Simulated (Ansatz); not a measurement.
# Molybdenum, hcp under BLYP: from relaxation to bulk modulus

What does BLYP give for molybdenum in the hcp structure? We relax it, solve it on a dense k-mesh, then scale the cell to 7 volumes from 88 to 112 % of the relaxed one and try a fit of the equation of state. Spin polarisation is left out. The k-meshes are 13×13×7 for the relaxation; 21×21×11 for the dense run; 15×15×7 for the volumes.

This is Mo in the hcp structure; at room conditions it is bcc.

Computed with Ansatz 0.2.0 (DFT BLYP, plane waves (420 eV) with PAW, scalar-relativistic; PAW files made under PBE, frozen cores solved again for the functional, unless a step says otherwise).

### 1 The starting structure

It takes space group P6_3/mmc (No. 194, hexagonal). The conventional cell has a = 2.804 Å, b = 2.804 Å, c = 4.579 Å, α = 90.00°, β = 90.00°, γ = 120.00°. Mo (site symmetry -6m2) is surrounded by 12 Mo at 2.80 Å.

Structure file:

```xyz
2
Lattice="2.8039 0.0000 0.0000 -1.4020 2.4283 0.0000 0.0000 0.0000 4.5788" Properties=species:S:1:pos:R:3 pbc="T T T"
Mo    0.0000    1.6188    1.1447
Mo    1.4020    0.8094    3.4341
```

### 2 Geometry optimisation

Contents of input.yaml:

```yaml
crystal:
  lattice:
    - [2.8039216218, 0.0, 0.0]
    - [-1.4019608109, 2.4282673547, 0.0]
    - [0.0, 0.0, 4.5788040084]
  atoms:
    - { symbol: Mo, position: [0.3333333333, 0.6666666667, 0.25] }
    - { symbol: Mo, position: [0.6666666667, 0.3333333333, 0.75] }
hamiltonian:
  xc: blyp
  pseudopotentials:
    kind: paw
    azcp:
      Mo: "pseudopotentials/Mo.paw.azcp"
basis:
  ecutwfc: 420
  fft_grid_basis: typed
kpoints:
  mp_grid: { grid: [13, 13, 7], shift: [0, 0, 0] }
magnetization:
  spin_polarized: false
scf:
  occupations: { method: fermi_dirac, width: 0.1 }
relax:
  max_steps: 60
  f_tol: 0.01
  cell: {}
```

The program printed:

```text
Warning: RAYON_NUM_THREADS=2 ignored (pool sized by the plan → 2); use --threads N
Engine: ansatz 0.2.0, x86_64-unknown-linux-gnu
Pseudopotentials: kind: paw
Pseudopotential: Mo, paw, valence charge 14, recommended cutoff 420 eV (normal), <dir>
Functional definition: BLYP
  parameter beta = 0.0042
  parameter a = 0.04918
  parameter b = 0.132
  parameter c = 0.2533
  parameter d = 0.349
  exchange = b88_x(beta = beta)
  correlation = lyp_c(a = a, b = b, c = c, d = d)
Crystal: 2 atoms, lattice volume = 31.176 Å³
Basis set: ecut = 420 eV, 603 PW (Γ), exchange–correlation on 40×40×64 points (8 copies of the dense FFT grid, shifted against one another)
Bands: 18, of which v1, the nominal top of the filled ones, is band 14 counted from 1 (13 counted from 0)
Symmetry: 24 space group operations
Space group: P63/mmc (ITA 194), of the structure as read, at distance tolerance 3.1e-5 Å
k-points: 84 of 1183
Non-local potential: Mo, projectors of the file, l = 0: 3, l = 1: 2, l = 2: 2, l = 3: 1
PAW form: soft (Blöchl's): semilocal exchange-correlation on the pseudo side does not see the compensation charge
PAW frozen core: Mo, regenerated for the run's functional, and the local potential with it (the file was generated under x = pbe(κ = 0.804, μ = 0.2195149727645171), c = pbe(β = 0.06672455060314922))
PAW one-centre angular grid: Mo, 590 points (default); XC on 64 Gauss nodes
Initial density: superposition of atomic densities (neutral atoms: chi_scale 0, normalization atom), corrected by the library's trained network
Initial wavefunctions: pseudopotential atomic-orbital guess
Functional: x = b88, c = lyp
SCF iter   1: F=—  HF=-9937.270875 eV  |F-HF|=—  |Δ(HF+E_count)|=         —  Δρ=1.88e-2  dr2=1.19e-1  ethr=1.77e-3  ⟨swp⟩=5.2  Hψ=15437  notcnv=0  defer=23
automatic band count: the SCF goes on with 22 bands, as 18 were too few: the levels above may hold too much charge
preconditioner: auto → none  [metal: Δε(μ)=0.025 eV  Ē_g=8.030 eV  σ=0.100 eV  W_gap=0.06  n_scr=8 (ndim 8)  ℏωp=23.0 eV  f_vac=0.000  D(μ)=3.17/eV (n_scr^D=36)  sad-step TF]
SCF iter   2: F=—  HF=-9937.246560 eV  |F-HF|=—  |Δ(HF+E_count)|=   2.43e-2  Δρ=1.16e-2  dr2=4.49e-2  ethr=4.25e-4  ⟨swp⟩=1.4  Hψ=2562  notcnv=0  defer=29
SCF iter   3: F=—  HF=-9937.234402 eV  |F-HF|=—  |Δ(HF+E_count)|=   1.22e-2  Δρ=9.58e-4  dr2=2.08e-4  ethr=1.60e-4  ⟨swp⟩=2.4  Hψ=3028  notcnv=0  defer=29
SCF iter   4: F=—  HF=-9937.234431 eV  |F-HF|=—  |Δ(HF+E_count)|=   2.82e-5  Δρ=8.62e-5  dr2=7.60e-7  ethr=7.42e-7  ⟨swp⟩=2.1  Hψ=2395  notcnv=0  defer=29
SCF iter   5: F=—  HF=-9937.234429 eV  |F-HF|=—  |Δ(HF+E_count)|=   1.55e-6  Δρ=2.39e-5  dr2=1.05e-7  ethr=2.72e-9  ⟨swp⟩=2.0  Hψ=3005  notcnv=0  defer=29
SCF iter   6: F=-9937.234429 eV  HF=-9937.234429 eV  |F-HF|=8.01e-9  |Δ(HF+E_count)|=   1.65e-8  Δρ=8.51e-6  dr2=1.63e-8  ethr=3.57e-10  ⟨swp⟩=4.0  Hψ=5123  notcnv=0
SCF 1 converged in 6 iterations: F = -9937.234429 eV  dr2 = 1.63e-8
relax step   1: F+E_penalty+E_count = -9937.23442905 eV  Δ(F+E_penalty+E_count) = +0.000e0 eV  max|allowed force component| = 7.401e-17 eV/Å  Δτ_max = 0.0000 Å  P = +16.459 GPa  Ω = 31.176 Å³  (6 SCF iters, dr2 threshold 1.00e-7 eV, accepted)
Crystal: 2 atoms, lattice volume = 35.342 Å³
Basis set: ecut = 420 eV, 701 PW (Γ), exchange–correlation on 40×40×64 points (8 copies of the dense FFT grid, shifted against one another)
Bands: 22, of which v1, the nominal top of the filled ones, is band 14 counted from 1 (13 counted from 0)
Initial density: handed on by an earlier stage of this run
Initial wavefunctions: those handed on with the density
iter 1 solved again at ethr=1.75e-5 eV; its pass at ethr=3.10e-3 eV (dr2=4.89e-3 eV) is discarded
SCF iter   1: F=—  HF=-9937.270972 eV  |F-HF|=—  |Δ(HF+E_count)|=         —  Δρ=5.95e-3  dr2=4.57e-3  ethr=1.75e-5  ⟨swp⟩=1.9  Hψ=11036  notcnv=0
preconditioner: auto → Kerker (q_TF=auto, 2.624 Å⁻¹)  [metal: Δε(μ)=0.004 eV  Ē_g=7.038 eV  σ=0.100 eV  W_gap=0.01  n_scr=10 (ndim 8)  ℏωp=21.6 eV  f_vac=0.000  D(μ)=3.75/eV (n_scr^D=42)]
SCF iter   2: F=—  HF=-9937.272276 eV  |F-HF|=—  |Δ(HF+E_count)|=   1.30e-3  Δρ=3.51e-3  dr2=1.76e-3  ethr=1.63e-5  ⟨swp⟩=1.0  Hψ=1848  notcnv=0
SCF iter   3: F=—  HF=-9937.273003 eV  |F-HF|=—  |Δ(HF+E_count)|=   7.27e-4  Δρ=4.76e-4  dr2=6.99e-5  ethr=6.28e-6  ⟨swp⟩=1.8  Hψ=2277  notcnv=0
SCF iter   4: F=—  HF=-9937.273027 eV  |F-HF|=—  |Δ(HF+E_count)|=   2.46e-5  Δρ=6.40e-5  dr2=1.06e-6  ethr=2.49e-7  ⟨swp⟩=2.0  Hψ=2365  notcnv=0
iter 5 did not close the SCF: its close was put off for the readings that it lacked (scf_convergence_deferred on its scf_iter line)
SCF iter   5: F=-9937.273028 eV  HF=-9937.273028 eV  |F-HF|=3.68e-8  |Δ(HF+E_count)|=   2.56e-7  Δρ=1.33e-5  dr2=3.58e-8  ethr=3.79e-9  ⟨swp⟩=2.0  Hψ=2444  notcnv=0
SCF iter   6: F=-9937.273028 eV  HF=-9937.273028 eV  |F-HF|=3.21e-9  |Δ(HF+E_count)|=   4.18e-8  Δρ=3.59e-6  dr2=2.90e-9  ethr=1.28e-10  ⟨swp⟩=1.5  Hψ=5605  notcnv=0
SCF 2 converged in 6 iterations: F = -9937.273028 eV  dr2 = 2.90e-9
relax step   2: F+E_penalty+E_count = -9937.27302774 eV  Δ(F+E_penalty+E_count) = -3.860e-2 eV  max|allowed force component| = 1.041e-17 eV/Å  Δτ_max = 0.0000 Å  P = -10.913 GPa  Ω = 35.342 Å³  energy of the carried Pulay correction = -6.718e-4 eV  (6 SCF iters, dr2 threshold 2.00e-7 eV, accepted)
Crystal: 2 atoms, lattice volume = 33.610 Å³
Basis set: ecut = 420 eV, 663 PW (Γ), exchange–correlation on 40×40×64 points (8 copies of the dense FFT grid, shifted against one another)
iter 1 solved again at ethr=5.03e-6 eV; its pass at ethr=3.10e-3 eV (dr2=1.41e-3 eV) is discarded
SCF iter   1: F=—  HF=-9937.348833 eV  |F-HF|=—  |Δ(HF+E_count)|=         —  Δρ=2.86e-3  dr2=1.33e-3  ethr=5.03e-6  ⟨swp⟩=2.0  Hψ=10587  notcnv=0
preconditioner: auto → Kerker (q_TF=auto, 2.647 Å⁻¹)  [metal: Δε(μ)=0.019 eV  Ē_g=7.437 eV  σ=0.100 eV  W_gap=0.05  n_scr=10 (ndim 8)  ℏωp=22.2 eV  f_vac=0.000  D(μ)=3.50/eV (n_scr^D=36)]
SCF iter   2: F=—  HF=-9937.348955 eV  |F-HF|=—  |Δ(HF+E_count)|=   1.23e-4  Δρ=1.75e-3  dr2=5.28e-4  ethr=4.77e-6  ⟨swp⟩=1.0  Hψ=1848  notcnv=0
SCF iter   3: F=—  HF=-9937.349048 eV  |F-HF|=—  |Δ(HF+E_count)|=   9.27e-5  Δρ=1.90e-4  dr2=8.95e-6  ethr=1.89e-6  ⟨swp⟩=2.0  Hψ=2362  notcnv=0
SCF iter   4: F=—  HF=-9937.349059 eV  |F-HF|=—  |Δ(HF+E_count)|=   1.14e-5  Δρ=2.44e-5  dr2=7.93e-8  ethr=3.20e-8  ⟨swp⟩=2.0  Hψ=2414  notcnv=0
iter 5 did not close the SCF: its close was put off for the readings that it lacked (scf_convergence_deferred on its scf_iter line)
SCF iter   5: F=-9937.349059 eV  HF=-9937.349059 eV  |F-HF|=7.79e-9  |Δ(HF+E_count)|=   1.03e-7  Δρ=5.58e-6  dr2=5.52e-9  ethr=2.83e-10  ⟨swp⟩=2.2  Hψ=3111  notcnv=0
SCF iter   6: F=-9937.349059 eV  HF=-9937.349059 eV  |F-HF|=2.04e-10  |Δ(HF+E_count)|=   8.96e-9  Δρ=1.12e-6  dr2=3.43e-10  ethr=1.97e-11  ⟨swp⟩=1.9  Hψ=4766  notcnv=0
SCF 3 converged in 6 iterations: F = -9937.349059 eV  dr2 = 3.43e-10
relax step   3: F+E_penalty+E_count = -9937.34905946 eV  Δ(F+E_penalty+E_count) = -7.603e-2 eV  max|allowed force component| = 1.850e-17 eV/Å  Δτ_max = 0.0000 Å  P = -1.505 GPa  Ω = 33.610 Å³  energy of the carried Pulay correction = -4.021e-4 eV  (6 SCF iters, dr2 threshold 2.00e-7 eV, accepted)
[... from here on, the SCF cycles and remarks between the steps are left out ...]
relax step   4: F+E_penalty+E_count = -9937.36467538 eV  Δ(F+E_penalty+E_count) = -1.562e-2 eV  max|allowed force component| = 4.626e-17 eV/Å  Δτ_max = 0.0000 Å  P = +1.105 GPa  Ω = 33.231 Å³  energy of the carried Pulay correction = -3.399e-4 eV  (6 SCF iters, dr2 threshold 2.00e-7 eV, accepted)
relax step   5: F+E_penalty+E_count = -9937.35390431 eV  Δ(F+E_penalty+E_count) = +1.077e-2 eV  max|allowed force component| = 4.395e-17 eV/Å  Δτ_max = 0.0000 Å  P = +7.526 GPa  Ω = 32.598 Å³  energy of the carried Pulay correction = -2.307e-4 eV  (6 SCF iters, dr2 threshold 2.00e-7 eV, rejected (line search))
relax step   6: F+E_penalty+E_count = -9937.38494703 eV  Δ(F+E_penalty+E_count) = -2.027e-2 eV  max|allowed force component| = 1.156e-18 eV/Å  Δτ_max = 0.0000 Å  P = +1.332 GPa  Ω = 33.269 Å³  energy of the carried Pulay correction = -3.437e-4 eV  (7 SCF iters, accepted)
relax step   7: F+E_penalty+E_count = -9937.38969696 eV  Δ(F+E_penalty+E_count) = -4.750e-3 eV  max|allowed force component| = 2.197e-17 eV/Å  Δτ_max = 0.0000 Å  P = -0.200 GPa  Ω = 33.602 Å³  energy of the carried Pulay correction = -3.950e-4 eV  (6 SCF iters, dr2 threshold 2.00e-7 eV, accepted)
relax step   8: F+E_penalty+E_count = -9937.39022734 eV  Δ(F+E_penalty+E_count) = -5.304e-4 eV  max|allowed force component| = 2.197e-17 eV/Å  Δτ_max = 0.0000 Å  P = -0.014 GPa  Ω = 33.547 Å³  energy of the carried Pulay correction = -3.867e-4 eV  (6 SCF iters, dr2 threshold 2.00e-7 eV, accepted)
relax step   9: F+E_penalty+E_count = -9937.39114343 eV  Δ(F+E_penalty+E_count) = -9.161e-4 eV  max|allowed force component| = 1.735e-17 eV/Å  Δτ_max = 0.0000 Å  P = +0.033 GPa  Ω = 33.547 Å³  stress off target by 8.54e-2 GPa  SCF on the basis re-selected at this cell (its energy is not comparable with the rows above)  (9 SCF iters)
relax step  10: F+E_penalty+E_count = -9937.39114548 eV  Δ(F+E_penalty+E_count) = -2.047e-6 eV  max|allowed force component| = 1.966e-17 eV/Å  Δτ_max = 0.0000 Å  P = +0.001 GPa  Ω = 33.554 Å³  energy of the carried Pulay correction = -1.274e-6 eV  (6 SCF iters, dr2 threshold 1.82e-8 eV, accepted)
iter 1 solved again at ethr=3.41e-8 eV; its pass at ethr=3.10e-3 eV (dr2=9.55e-6 eV) is discarded
SCF iter   1: F=—  HF=-9937.391149 eV  |F-HF|=—  |Δ(HF+E_count)|=         —  Δρ=1.27e-6  dr2=8.41e-11  ethr=3.41e-8  ⟨swp⟩=3.1  Hψ=13054  notcnv=0
eigensolver tolerance schedule: the retry pair's looser diagonalisation over-reported the residual by 113570.70 of it (diagonalisation noise at an unbounded share of the residual, at the tolerance the schedule requests for it); recorded, not acted on — ethr = c·dr2/N_el stays at c = 1.0e-1
SCF iter   2: F=—  HF=-9937.391148 eV  |F-HF|=—  |Δ(HF+E_count)|=   7.20e-7  Δρ=5.78e-7  dr2=1.35e-11  ethr=1.00e-12  ⟨swp⟩=2.9  Hψ=3675  notcnv=0
iter 3 did not close the SCF: its close was put off for the readings that it lacked (scf_convergence_deferred on its scf_iter line)
SCF iter   3: F=-9937.391148 eV  HF=-9937.391148 eV  |F-HF|=1.82e-12  |Δ(HF+E_count)|=  1.46e-11  Δρ=1.83e-7  dr2=1.44e-12  ethr=1.00e-12  ⟨swp⟩=1.0  Hψ=1848  notcnv=0
iter 4 did not close the SCF: its close was put off for the readings that it lacked (scf_convergence_deferred on its scf_iter line)
SCF iter   4: F=-9937.391148 eV  HF=-9937.391148 eV  |F-HF|=3.64e-12  |Δ(HF+E_count)|=    0.00e0  Δρ=1.02e-8  dr2=1.37e-14  ethr=1.00e-12  ⟨swp⟩=1.0  Hψ=1848  notcnv=0
iter 5 did not close the SCF: its close was put off for the readings that it lacked (scf_convergence_deferred on its scf_iter line)
SCF iter   5: F=-9937.391148 eV  HF=-9937.391148 eV  |F-HF|=0.00e0  |Δ(HF+E_count)|=    0.00e0  Δρ=2.10e-9  dr2=6.18e-16  ethr=1.00e-12  ⟨swp⟩=1.0  Hψ=1848  notcnv=0
iter 6 did not close the SCF: its close was put off for the readings that it lacked (scf_convergence_deferred on its scf_iter line)
SCF iter   6: F=-9937.391148 eV  HF=-9937.391148 eV  |F-HF|=1.82e-12  |Δ(HF+E_count)|=  1.82e-12  Δρ=3.64e-10  dr2=2.65e-17  ethr=1.00e-12  ⟨swp⟩=1.0  Hψ=1848  notcnv=0
SCF iter   7: F=-9937.391148 eV  HF=-9937.391148 eV  |F-HF|=3.64e-12  |Δ(HF+E_count)|=  1.82e-12  Δρ=1.76e-10  dr2=3.56e-18  ethr=1.00e-12  ⟨swp⟩=1.1  Hψ=4042  notcnv=0
SCF 11 converged in 7 iterations: F = -9937.391148 eV  dr2 = 3.56e-18
relax step  11: F+E_penalty+E_count = -9937.39114785 eV  Δ(F+E_penalty+E_count) = -2.369e-6 eV  max|allowed force component| = 2.082e-17 eV/Å  Δτ_max = 0.0000 Å  P = +0.001 GPa  Ω = 33.554 Å³  stress off target by 3.08e-3 GPa  SCF on the basis re-selected at this cell (its energy is not comparable with the rows above)  (7 SCF iters)
basis re-selected at this cell: Δ(F+E_penalty+E_count) = -2.369e-6 eV, ΔP = -0.000 GPa vs the last step (what re-selecting the basis moved, of the pressure what is left beyond the Pulay correction that the steps carried, after the strain that the cell walked since its last selection, with what the two solves' SCF thresholds leave and, on support functions, any second-order correction that the steps lacked; it is no measure of the basis error at this ecutwfc). This SCF's stress stands 3.08e-3 GPa from its target on what of the cell is left free (relax.cell.stress_tol is 5.00e-2 GPa) and its largest allowed force component is 2.08e-17 eV/Å (relax.f_tol is 1.00e-2 eV/Å): within both
SCF converged after 7 iterations
Free energy (F): -9937.391148 eV
Harris-Foulkes:  -9937.391148 eV  (|F-HF|=3.64e-12)
Internal energy: -9937.296102 eV  (E = F + TS)
E sigma→0 (E₀):  -9937.343625 eV
Entropy (-TS):   -0.095046 eV (-47.523 meV/atom)
Fermi energy:    19.676972 eV
--- Per-component energies (eV) ---
  E_band       = -136.900454
  E_kinetic    = 880.990955
  E_local      = -1690.056279  (includes V_loc(G=0)·N_el)
  E_nonlocal   = 287.267315
  E_hartree    = 559.972367
  E_xc         = -359.336968
  E_vxc        = -447.647568  (∫ρ·V_xc dr)
  E_paw        = -6435.824161  (= ΣΔE_a)
  E_vpaw       = -287.399677  (= ΣTr[D̂ρ^β])
  E_aug_tail   = 0.000065  (compensation charges beyond the density's cutoff)
  E_ewald      = -3180.486295
  E_core_change = 0.176900  (= ΣΔE_core)
  E_smearing   = -0.095046  (= −TS)
  E_closure    = 0.000000  (closes the sum)
  Σ components = -9937.391148   (vs F -9937.391148, Δ=0.00e0)
--- Forces (eV/Å), atoms counted from 1 ---
  atom   1  Mo    -0.00000000    -0.00000000     0.00000000
  atom   2  Mo    -0.00000000     0.00000000     0.00000000
  max |Σ_I F_I| component: 2.31e-17 eV/Å
--- Stress (GPa, compression-positive) ---
        0.000117       0.000000       0.000000
        0.000000       0.000117      -0.000000
        0.000000      -0.000000       0.003085
  P = ⅓ Tr σ = 0.0011 GPa (0.011 kbar)
--- Relaxed structure (9 steps of the walk, 8 accepted, 2 SCFs on fresh bases) ---
  F+E_penalty+E_count = -9937.39114785 eV   max|allowed force component| = 2.082e-17 eV/Å   (the final SCF, on the basis selected at the relaxed cell)
  cell:  # Å, volume = 33.5537 Å³
    - [2.7908100669988682, -1.3136640634667486e-34, 0.0]
    - [-1.3954050334994341, 2.416912415158371, 0.0]
    - [0.0, 0.0, 4.974496736286151]
  atoms:
    - { symbol: Mo, position: [0.3333333333333333, 0.6666666666666666, 0.24999999999999997] }
    - { symbol: Mo, position: [0.6666666666666666, 0.3333333333333333, 0.75] }
```

Wall time 12 s (2 threads of Intel Xeon Platinum 8559C (Emerald Rapids), shared host); peak memory 0.48 GiB.

The walk, from the log:

| step | energy change (meV/atom) | largest force (eV/Å) | pressure (GPa) | volume (Å³/atom) | accepted |
| --- | --- | --- | --- | --- | --- |
| 1 | 0.00 | 0.0000 | 16.46 | 15.588 | yes |
| 2 | -19.30 | 0.0000 | -10.91 | 17.671 | yes |
| 3 | -57.32 | 0.0000 | -1.50 | 16.805 | yes |
| 4 | -65.12 | 0.0000 | 1.10 | 16.616 | yes |
| 5 | -59.74 | 0.0000 | 7.53 | 16.299 | no |
| 6 | -75.26 | 0.0000 | 1.33 | 16.635 | yes |
| 7 | -77.63 | 0.0000 | -0.20 | 16.801 | yes |
| 8 | -77.90 | 0.0000 | -0.01 | 16.773 | yes |
| 9 | -78.36 | 0.0000 | 0.03 | 16.773 | yes |
| 10 | -78.36 | 0.0000 | 0.00 | 16.777 | yes |
| 11 | -78.36 | 0.0000 | 0.00 | 16.777 | yes |

Steps that repeat a cell are solved on a basis chosen anew, so their changes of energy are no gain of the relaxation.

The cell of the run, before and after:

|  | before | after | change |
| --- | --- | --- | --- |
| a (Å) | 2.804 | 2.791 | -0.5 % |
| b (Å) | 2.804 | 2.791 | -0.5 % |
| c (Å) | 4.579 | 4.974 | +8.6 % |
| volume (Å³/atom) | 15.588 | 16.777 | +7.6 % |
| shortest distance (Å) | 2.804 | 2.791 | -0.5 % |
| space group (spins left aside) | P6_3/mmc | P6_3/mmc | same |

### 3 Single point on a dense mesh

Contents of input.yaml:

```yaml
crystal:
  lattice:
    - [2.790810067, 0.0, 0.0]
    - [-1.3954050335, 2.4169124152, 0.0]
    - [0.0, 0.0, 4.9744967363]
  atoms:
    - { symbol: Mo, position: [0.3333333333, 0.6666666667, 0.25] }
    - { symbol: Mo, position: [0.6666666667, 0.3333333333, 0.75] }
hamiltonian:
  xc: blyp
  pseudopotentials:
    kind: paw
    azcp:
      Mo: "pseudopotentials/Mo.paw.azcp"
basis:
  ecutwfc: 420
  fft_grid_basis: typed
kpoints:
  mp_grid: { grid: [21, 21, 11], shift: [0, 0, 0] }
magnetization:
  spin_polarized: false
scf:
  occupations: { method: fermi_dirac, width: 0.1 }
output:
  write_density: true
  write_potential: true
  elf: true
  volumetric_format: npy
```

The program printed (excerpt; [...] marks lines left out):

```text
Warning: RAYON_NUM_THREADS=2 ignored (pool sized by the plan → 2); use --threads N
[...]
[... 3 set-up lines as earlier in the session ...]
[...]
Crystal: 2 atoms, lattice volume = 33.554 Å³
Basis set: ecut = 420 eV, 677 PW (Γ), exchange–correlation on 40×40×72 points (8 copies of the dense FFT grid, shifted against one another)
Bands: 18, of which v1, the nominal top of the filled ones, is band 14 counted from 1 (13 counted from 0)
[... 1 set-up line as earlier in the session ...]
Space group: P63/mmc (ITA 194), of the structure as read, at distance tolerance 3.2e-5 Å
k-points: 288 of 4851
[...]
SCF iter   1: F=—  HF=-9937.421696 eV  |F-HF|=—  |Δ(HF+E_count)|=         —  Δρ=1.54e-2  dr2=9.51e-2  ethr=1.77e-3  ⟨swp⟩=5.1  Hψ=23498  notcnv=0
[...]
SCF iter   6: F=-9937.393014 eV  HF=-9937.393014 eV  |F-HF|=1.77e-8  |Δ(HF+E_count)|=   5.65e-7  Δρ=9.36e-6  dr2=1.89e-8  ethr=3.57e-10  ⟨swp⟩=3.8  Hψ=14973  notcnv=0
the search or the solves at the SCF's close seem to have found levels that the self-consistency loop had missed (the run counts 1). By its estimate they hold under 1e-12 electrons; where the run keeps them, the occupations were computed again with them
[...]
SCF converged after 6 iterations
Free energy (F): -9937.393014 eV
[...]
E sigma→0 (E₀):  -9937.346636 eV
Entropy (-TS):   -0.092757 eV (-46.379 meV/atom)
Fermi energy:    19.669921 eV
[...]
--- Band table (eV; the first three rows and the last of 288) ---
  k-point 0: bands = ["-41.2270", "-41.0990", "-15.7149", "-14.8176", "-14.6443", "-14.6443", "-14.5548", "-14.5548", "13.1463", "15.1786", "17.9862", "19.0463", "19.0463", "19.4917", "19.4917", "20.3862", "21.0120", "21.0120"]
[...]
```

It took 3 s on 2 threads of Intel Xeon Platinum 8559C (Emerald Rapids), shared host; peak memory 0.54 GiB.

Density in a lattice plane of the grid's cell (edges 2.79 and 4.97 Å, at 0.333 of the third edge), which holds Mo.

Ten even steps from '0' (0.21 e/Å³) to '9' (6.58 e/Å³):
```
00000000000000
00000001233210
00000014677531
00000136999852
10000147999963
00000136999852
00000013677531
00000001232210
00000000000000
00000000000000
00000000000000
00000000000000
00000000000000
01111000000000
11221100000000
01111000000000
00000000000000
00000000000000
00000000000000
00000000000000
```
Columns run along the first of these edges and rows up along the second, over one cell in 14 and 20 even steps from the bottom left corner. Atoms in the plane (fractional): Mo at (0.67, 0.75).

ELF in the same plane.

Ten even steps from ' ' (0.17) to '@' (0.74):
```
..::----::..  ..::--::..    
  ..::::..  ..==**%%##**--  
....::::  ..++%%@@@@@@@@##--
::..::....==%%@@%%**##@@@@##
--..::....++@@@@##--==%%@@%%
::..::....--%%@@%%**##@@@@**
  ..::::  ..==%%@@@@@@@@##--
  ..::::..  ..==##%%%%**--  
..::----::    ..::--::..    
::::::::::::....::::::::....
..        ..::--========--::
            ..--==++++==::..
  ..::::......::--====--..  
::==++++==::....::----::....
--++****++--....::----::....
::==++++==::....::----::....
....::::......::--====--..  
            ..--==++++==::..
..        ..::--========--::
::::::::::::::............::
```
Columns run along the first of these edges and rows up along the second, over one cell in 14 and 20 even steps from the bottom left corner. Atoms in the plane (fractional): Mo at (0.67, 0.75).

Both are smooth fields of the valence electrons: close to the nuclei they are not physical.

The highest ELF values outside the cores: 0.49 between the atoms, 1.7 Å from Mo.

(Part 1 of 2 ends here.)
